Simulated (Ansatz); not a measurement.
Born–Oppenheimer molecular dynamics of a periodic cell of 39 atoms, H6C3F4 (packed as 3 C2H6 + 3 CF4, density as packed 1.19 g/cm³ with natural masses). It starts from a partly relaxed structure (largest force component 0.23 eV/Å).

Computed with Ansatz 0.2.0, DFT r2SCAN-D3(BJ), scalar-relativistic, plane waves, PAW. Settings: accuracy low, cutoff 500 eV, k mesh 1x1x1, fermi-dirac smearing 0.02 eV, no spin polarisation.

| Quantity | Value |
| --- | --- |
| ensemble | NVT, Langevin thermostat |
| time step | 0.5 fs |
| steps asked | 220 |
| set temperature | 250 K |
| friction | 0.02 /fs |
| seed | 142981 |

First frame:

```xyz
39
Lattice="7.9057 0.0000 0.0000 0.0000 7.9057 0.0000 0.0000 0.0000 7.9057" Properties=species:S:1:pos:R:3
C 7.117 5.492 0.158
C 7.056 4.394 1.214
H 8.095 5.529 -0.322
H 6.379 5.330 -0.628
H 6.926 6.476 0.595
H 6.075 4.345 1.688
H 7.260 3.413 0.779
H 7.788 4.560 2.002
C 6.896 2.533 5.884
C 6.225 2.663 4.520
H 7.611 3.338 6.057
H 6.159 2.572 6.691
H 7.436 1.586 5.975
H 5.533 1.840 4.340
H 5.661 3.599 4.440
H 6.956 2.654 3.707
C -0.369 7.027 4.238
C 0.826 6.083 4.187
H -0.837 7.019 5.227
H -0.071 8.060 4.024
H -1.132 6.747 3.502
H 1.288 6.085 3.197
H 1.592 6.375 4.912
H 0.530 5.053 4.415
C 3.284 4.814 7.933
F 3.937 5.904 8.306
F 2.313 4.569 8.797
F 2.766 4.997 6.728
F 4.119 3.790 7.897
C 2.594 0.754 7.435
F 3.556 0.914 8.328
F 1.695 -0.102 7.900
F 2.009 1.917 7.201
F 3.111 0.284 6.310
C 2.433 1.986 3.195
F 2.868 0.749 3.411
F 1.463 1.962 2.292
F 1.963 2.495 4.325
F 3.435 2.732 2.749
```

Problem. What does the run give?

Solution. The run went to its last step.

```yaml
steps_done: 220
time_covered: 110 fs
mean_temperature_over_the_second_half: 244 K
spread_of_the_potential_energy_over_the_second_half: 3.8 meV per atom
mean_potential_energy_of_the_second_half_above_the_start: 24.1 meV per atom
```

A run of 0.11 ps of so small a system gives no equilibrium averages. Limits of this set-up: coarse k mesh, low accuracy level.

Problem. What happens to the structure?

Solution. Mean squared displacements from the first frame to the last, about the centre of mass: C 0.06 Å², H 0.31 Å², F 0.05 Å². This is one draw of velocities; another would differ in detail.

Problem. How do temperature and energy run in time?

Solution. 
```
time (fs)  T (K)  potential energy less start (eV)
        0    244                             0.000
        9    145                             0.522
       18    131                             0.722
       27    148                             0.784
       36    182                             0.721
       45    199                             0.766
       54    214                             0.762
       63    209                             0.869
       72    256                             0.861
       81    279                             0.705
       90    217                             1.215
       99    280                             1.006
      108    224                             1.173
```

Run time: 16 min on 2 threads of AMD EPYC 9R14 (Zen 4) (shared host), peak memory 0.92 GiB.
